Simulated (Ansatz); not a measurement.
An Ansatz input:

```yaml
crystal:
  lattice:
    - [3.0811483401, 0.0, 0.0]
    - [0.0, 3.0811483401, 0.0]
    - [0.0, 0.0, 3.0811483401]
  atoms:
    - { symbol: Pd, position: [0.0, 0.0, 0.0], spin: 0.5 }
    - { symbol: Pd, position: [0.5, 0.5, 0.5], spin: -0.5 }
hamiltonian:
  xc: rpbe
  pseudopotentials:
    kind: paw
    azcp:
      Pd: "pseudopotentials/Pd.paw.azcp"
basis:
  ecutwfc: 420
  fft_grid_basis: typed
kpoints:
  mp_grid: { grid: [11, 11, 11], shift: [0, 0, 0] }
magnetization:
  spin_polarized: true
scf:
  occupations: { method: fermi_dirac, width: 0.05 }
  lower_state_search: "off"
output:
  stress: true
```

Output

```
Engine: ansatz 0.2.0, x86_64-unknown-linux-gnu
Pseudopotentials: kind: paw
Pseudopotential: Pd, paw, valence charge 18, recommended cutoff 420 eV (normal) 
Functional definition: RPBE
  parameter kappa = 0.804
  parameter beta = 0.06672455060314922
  exchange = rpbe_x(kappa = kappa, mu = beta*pi^2/3)
  correlation = pbe_c(beta = beta)
Crystal: 2 atoms, lattice volume = 29.251 Å³
Basis set: ecut = 420 eV, 587 PW (Γ)
Bands: 23, of which v1, the nominal top of the filled ones, is band 18 counted from 1 (17 counted from 0)
Symmetry: 48 space group operations
Space group: Pm-3m (ITA 221), of the structure as read, at distance tolerance 3.1e-5 Å
Magnetic group: BNS 221.97 (UNI 1599), of the structure as read, at distance tolerance 3.1e-5 Å
k-points: 56 of 1331
Non-local potential: Pd, projectors of the file, l = 0: 2, l = 1: 2, l = 2: 2, l = 3: 1
PAW form: soft (Blöchl's): semilocal exchange-correlation on the pseudo side does not see the compensation charge
PAW frozen core: Pd, regenerated for the run's functional, and the local potential with it (the file was generated under x = pbe(κ = 0.804, μ = 0.2195149727645171), c = pbe(β = 0.06672455060314922))
PAW one-centre angular grid: Pd, 590 points (default); XC on 64 Gauss nodes
Initial density: superposition of atomic densities (chi_scale 0.1, normalization cell)
Starting moments: Σ|m| = 1 μB on 2 of 2 sites
Starting magnetic order: antiferromagnet; a translation exchanges its spin sublattices: spin-degenerate at every k-point
Initial wavefunctions: pseudopotential atomic-orbital guess
Functional: x = rpbe, c = pbe(β = 0.06672455060314922)
SCF iter   1: F=—  HF=-13962.394187 eV  |F-HF|=—  |Δ(HF+E_count)|=         —  Δρ=7.74e-2 (↑7.74e-2 ↓7.74e-2)  dr2=5.93e0  dr2_m=2.08e-1  M=0.000 μB ∫|m|=0.235 μB  β_m=0.30  ethr=3.10e-3  ⟨swp⟩=5.4  Hψ=5464  notcnv=0
SCF iter   2: F=—  HF=-13961.423716 eV  |F-HF|=—  |Δ(HF+E_count)|=   9.70e-1  Δρ=4.79e-2 (↑4.79e-2 ↓4.79e-2)  dr2=2.06e0  dr2_m=1.27e-1  M=0.000 μB ∫|m|=0.170 μB  β_m=0.30  ethr=3.10e-3  ⟨swp⟩=2.6  Hψ=2564  notcnv=0  defer=14
SCF iter   3: F=—  HF=-13960.933712 eV  |F-HF|=—  |Δ(HF+E_count)|=   4.90e-1  Δρ=2.11e-2 (↑2.11e-2 ↓2.11e-2)  dr2=7.91e-2  dr2_m=7.67e-2  M=0.000 μB ∫|m|=0.123 μB  β_m=0.30  ethr=3.10e-3  ⟨swp⟩=2.1  Hψ=2109  notcnv=0  defer=14
SCF iter   4: F=—  HF=-13960.953888 eV  |F-HF|=—  |Δ(HF+E_count)|=   2.02e-2  Δρ=1.32e-2 (↑1.32e-2 ↓1.32e-2)  dr2=4.14e-3  dr2_m=4.48e-2  M=0.000 μB ∫|m|=0.093 μB  β_m=0.30  ethr=2.20e-4  ⟨swp⟩=3.0  Hψ=2835  notcnv=0  defer=15
SCF iter   5: F=—  HF=-13960.959860 eV  |F-HF|=—  |Δ(HF+E_count)|=   5.97e-3  Δρ=9.92e-3 (↑9.92e-3 ↓9.92e-3)  dr2=1.73e-4  dr2_m=2.62e-2  M=0.000 μB ∫|m|=0.072 μB  β_m=0.30  ethr=1.15e-5  ⟨swp⟩=2.1  Hψ=1766  notcnv=0  defer=15
SCF iter   6: F=—  HF=-13960.964045 eV  |F-HF|=—  |Δ(HF+E_count)|=   4.18e-3  Δρ=7.55e-3 (↑7.55e-3 ↓7.55e-3)  dr2=3.87e-6  dr2_m=1.53e-2  M=0.000 μB ∫|m|=0.055 μB  β_m=0.30  ethr=4.79e-7  ⟨swp⟩=2.0  Hψ=2288  notcnv=0  defer=15
SCF iter   7: F=—  HF=-13960.965990 eV  |F-HF|=—  |Δ(HF+E_count)|=   1.95e-3  Δρ=5.78e-3 (↑5.78e-3 ↓5.78e-3)  dr2=1.25e-7  dr2_m=8.95e-3  M=0.000 μB ∫|m|=0.042 μB  β_m=0.30  ethr=1.07e-8  ⟨swp⟩=3.0  Hψ=2510  notcnv=0  defer=15
Mixer restart at iter 7: flushing history
spin-set hold released at iteration 7 (site moments contracting): the magnetisation degrees of freedom join the quasi-Newton model from the next iteration; the mixer history was flushed
SCF iter   8: F=—  HF=-13960.967133 eV  |F-HF|=—  |Δ(HF+E_count)|=   1.14e-3  Δρ=4.42e-3 (↑4.42e-3 ↓4.42e-3)  dr2=6.46e-8  dr2_m=5.24e-3  M=0.000 μB ∫|m|=0.033 μB  β_m=0.65  ethr=2.78e-10  ⟨swp⟩=5.0  Hψ=4776  notcnv=0
SCF iter   9: F=—  HF=-13960.968762 eV  |F-HF|=—  |Δ(HF+E_count)|=   1.63e-3  Δρ=5.32e-5 (↑5.32e-5 ↓5.32e-5)  dr2=4.52e-8  dr2_m=7.46e-7  M=0.000 μB ∫|m|=0.001 μB  β_m=0.82  ethr=1.79e-10  ⟨swp⟩=6.0  Hψ=5464  notcnv=0
iter 10 did not close the SCF: its close was put off for a magnetic moment that had not settled (scf_convergence_deferred on its scf_iter line)
SCF iter  10: F=-13960.968763 eV  HF=-13960.968763 eV  |F-HF|=1.91e-8  |Δ(HF+E_count)|=   1.04e-6  Δρ=1.75e-5 (↑1.75e-5 ↓1.75e-5)  dr2=7.63e-8  dr2_m=6.24e-8  M=0.000 μB ∫|m|=0.000 μB  β_m=0.91  ethr=1.25e-10  ⟨swp⟩=4.0  Hψ=4092  notcnv=0
SCF iter  11: F=—  HF=-13960.968763 eV  |F-HF|=—  |Δ(HF+E_count)|=   1.91e-7  Δρ=1.91e-5 (↑1.91e-5 ↓1.91e-5)  dr2=3.70e-7  dr2_m=8.70e-10  M=0.000 μB ∫|m|=0.000 μB  β_m=0.64  ethr=1.25e-10  ⟨swp⟩=2.1  Hψ=2320  notcnv=0  defer=15
iter 12 did not close the SCF: its close was put off for a magnetic moment that had not settled (scf_convergence_deferred on its scf_iter line)
SCF iter  12: F=-13960.968763 eV  HF=-13960.968763 eV  |F-HF|=7.60e-10  |Δ(HF+E_count)|=   1.10e-7  Δρ=9.76e-7 (↑9.76e-7 ↓9.76e-7)  dr2=3.03e-11  dr2_m=2.47e-10  M=0.000 μB ∫|m|=0.000 μB  β_m=0.82  ethr=1.25e-10  ⟨swp⟩=2.0  Hψ=4164  notcnv=0
SCF iter  13: F=-13960.968763 eV  HF=-13960.968763 eV  |F-HF|=7.28e-12  |Δ(HF+E_count)|=  9.60e-10  Δρ=9.82e-8 (↑9.82e-8 ↓9.82e-8)  dr2=2.06e-13  dr2_m=2.53e-12  M=0.000 μB ∫|m|=0.000 μB  ethr=1.00e-12  ⟨swp⟩=1.0  Hψ=3341  notcnv=0
WARN: the starting moments were not kept: the SCF closed with an absolute magnetisation of 1.2e-6 μB, where they sum to 1 μB in size (2 sites). That is at most 0.1 of that sum. Measured as dr2_m measures the in/out step, that magnetisation stands 2.8e-13 eV from none, at or under the dr2_threshold of 1.0e-7 eV: it is no larger than a step whose dr2_m would equal this threshold. The system may hold no moment; this SCF shows only that its start led to no more than that. To try another start: raise the starting moments (crystal.atoms[].spin, magnetization.per_species, magnetization.initial_magnetization, or on a non-collinear deck that types none of these the spinor_matrix: blocks that start its atoms; where the total moment is fixed, keep their sum and leave initial_magnetization as it is; typed ones take the place of any that the run laid by itself, positive ones on a crystal's lanthanoids without a Hubbard term where scf.initial_density.shell_occupations: [] is typed) or, if the notice of its spin-set hold's release reads "site moments contracting" or "site moments show no strong build", lengthen the hold (scf.mixing.spin_hold: { on: { confirm: 4 } }; for m-r²SCAN on two components see the key's manual first). Each may lead to a state that holds a moment. A second SCF, from the converged charge density, with the starting moments and any scf.initial_density.shell_occupations laid on it anew, would have followed, and was not run: the deck does not ask for one (magnetization.retry_lost_moments is false, the default). To let it run, set magnetization.retry_lost_moments: true and run the deck again, where that key's refused combinations let it; where memory then withholds it, that run's warning says so.
SCF 1 converged in 13 iterations: F = -13960.968763 eV  dr2 = 2.06e-13
SCF converged after 13 iterations
Magnetization: 0.0000 μB (18.0000 up, 18.0000 down)
Absolute magnetization: 0.0000 μB (∫|ρ↑−ρ↓|, with the PAW one-centre terms)
Spin contamination: 0.0000 ħ² per cell (⟨S²⟩ above its minimum at these occupations)
Per-site moments (μB) at R_I (Å): [(7.160055581671285e-8, 1.100695503333878), (-7.160055581671285e-8, 1.100695503333878)]
Free energy (F): -13960.968763 eV
Harris-Foulkes:  -13960.968763 eV  (|F-HF|=7.28e-12)
Internal energy: -13960.949377 eV  (E = F + TS)
E sigma→0 (E₀):  -13960.959070 eV
Entropy (-TS):   -0.019386 eV (-9.693 meV/atom)
Fermi energy:    20.157921 eV
--- Per-component energies (eV) ---
  E_band       = -260.668027
  E_kinetic    = 1029.850303
  E_local      = -3475.759198  (includes V_loc(G=0)·N_el)
  E_nonlocal   = 432.880200
  E_hartree    = 1417.494033
  E_xc         = -338.518082
  E_vxc        = -424.203184  (∫ρ·V_xc dr)
  E_paw        = -7516.139839  (= ΣΔE_a)
  E_vpaw       = -658.424614  (= ΣTr[D̂ρ^β])
  E_aug_tail   = 0.000366  (compensation charges beyond the density's cutoff)
  E_ewald      = -5510.539477
  E_core_change = -0.217683  (= ΣΔE_core)
  E_smearing   = -0.019386  (= −TS)
  E_closure    = 0.000000  (closes the sum)
  Σ components = -13960.968763   (vs F -13960.968763, Δ=0.00e0)
--- Stress (GPa, compression-positive) ---
       15.168553      -0.000000       0.000000
        0.000000      15.168553       0.000000
        0.000000       0.000000      15.168553
  P = ⅓ Tr σ = 15.1686 GPa (151.686 kbar)
```
